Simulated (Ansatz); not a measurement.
# Si20H8O: the cost of one run

All numbers below are computed with Ansatz 0.2.0 (DFT PBE, plane waves, PAW, scalar-relativistic, collinear spin).

**1. Starting point**

The cell holds 29 atoms (H8OSi20): a = 7.679 Å, b = 7.679 Å, c = 18.256 Å, α = 90.00°, β = 90.00°, γ = 90.00°.

Structure file:

```
CELL_PARAMETERS angstrom
7.67918 0.00000 0.00000
0.00000 7.67918 0.00000
0.00000 0.00000 18.25550
ATOMIC_POSITIONS crystal
H 0.40939 0.00000 0.05478
H 0.09061 0.00000 0.05478
H 0.90939 0.00000 0.05478
H 0.59061 0.00000 0.05478
H 0.40939 0.50000 0.05478
H 0.09061 0.50000 0.05478
H 0.90939 0.50000 0.05478
H 0.59061 0.50000 0.05478
Si 0.25000 0.00000 0.10219
Si 0.75000 0.00000 0.10219
Si 0.25000 0.50000 0.10219
Si 0.75000 0.50000 0.10219
Si 0.25000 0.25000 0.17655
Si 0.75000 0.25000 0.17655
Si 0.25000 0.75000 0.17655
Si 0.75000 0.75000 0.17655
Si 0.00000 0.25000 0.25091
Si 0.50000 0.25000 0.25091
Si 0.00000 0.75000 0.25091
Si 0.50000 0.75000 0.25091
Si 0.00000 0.00000 0.32527
Si 0.50000 0.00000 0.32527
Si 0.00000 0.50000 0.32527
Si 0.50000 0.50000 0.32527
Si 0.25000 0.09691 0.39744
Si 0.75000 0.09691 0.39744
Si 0.25000 0.40309 0.37772
Si 0.75000 0.40309 0.37772
O 0.93437 0.62401 0.40511
```

**2. Preparing the start**

The input, input.yaml:

```yaml
crystal:
  lattice:
    - [7.67918, 0.0, 0.0]
    - [0.0, 7.67918, 0.0]
    - [0.0, 0.0, 18.2555]
  atoms:
    - { symbol: H, position: [0.409392, 0.0, 0.054778] }
    - { symbol: H, position: [0.090608, 0.0, 0.054778] }
    - { symbol: H, position: [0.909392, 0.0, 0.054778] }
    - { symbol: H, position: [0.590608, 0.0, 0.054778] }
    - { symbol: H, position: [0.409392, 0.5, 0.054778] }
    - { symbol: H, position: [0.090608, 0.5, 0.054778] }
    - { symbol: H, position: [0.909392, 0.5, 0.054778] }
    - { symbol: H, position: [0.590608, 0.5, 0.054778] }
    - { symbol: Si, position: [0.25, 0.0, 0.1021884] }
    - { symbol: Si, position: [0.75, 0.0, 0.1021884] }
    - { symbol: Si, position: [0.25, 0.5, 0.1021884] }
    - { symbol: Si, position: [0.75, 0.5, 0.1021884] }
    - { symbol: Si, position: [0.25, 0.25, 0.1765495] }
    - { symbol: Si, position: [0.75, 0.25, 0.1765495] }
    - { symbol: Si, position: [0.25, 0.75, 0.1765495] }
    - { symbol: Si, position: [0.75, 0.75, 0.1765495] }
    - { symbol: Si, position: [0.0, 0.25, 0.2509107] }
    - { symbol: Si, position: [0.5, 0.25, 0.2509107] }
    - { symbol: Si, position: [0.0, 0.75, 0.2509107] }
    - { symbol: Si, position: [0.5, 0.75, 0.2509107] }
    - { symbol: Si, position: [0.0, 0.0, 0.3252718] }
    - { symbol: Si, position: [0.5, 0.0, 0.3252718] }
    - { symbol: Si, position: [0.0, 0.5, 0.3252718] }
    - { symbol: Si, position: [0.5, 0.5, 0.3252718] }
    - { symbol: Si, position: [0.25, 0.0969069, 0.3974419] }
    - { symbol: Si, position: [0.75, 0.0969069, 0.3974419] }
    - { symbol: Si, position: [0.25, 0.4030931, 0.3777218] }
    - { symbol: Si, position: [0.75, 0.4030931, 0.3777218] }
    - { symbol: O, position: [0.9343717, 0.6240094, 0.4051108], spin: 1.0 }
magnetization:
  spin_polarized: true
basis:
  ecutwfc: 420.0
kpoints:
  mp_grid: { grid: [1, 1, 1] }
hamiltonian:
  xc: pbe
  pseudopotentials: { kind: paw, azcp: { folder: soft_1 } }
scf:
  occupations: { method: fermi_dirac, width: 0.02 }
  lower_state_search: "off"
relax:
  f_tol: 0.08
  max_steps: 25
  adjacent_minimum: "off"
  constraints: [{ sites: [0, 1, 2, 3, 4, 5, 6, 7, 8, 9, 10, 11] }]
```

Run with:

```
ansatz run input.yaml --threads 2 --pin off --max-ram 5120MiB --backend cpu --events-out ev --progress --plain --runs-dir out
```

What time and memory should one allow on 2 threads of Arm Neoverse V1, shared host?

About 2.4 min, with a peak of 0.96 GiB.
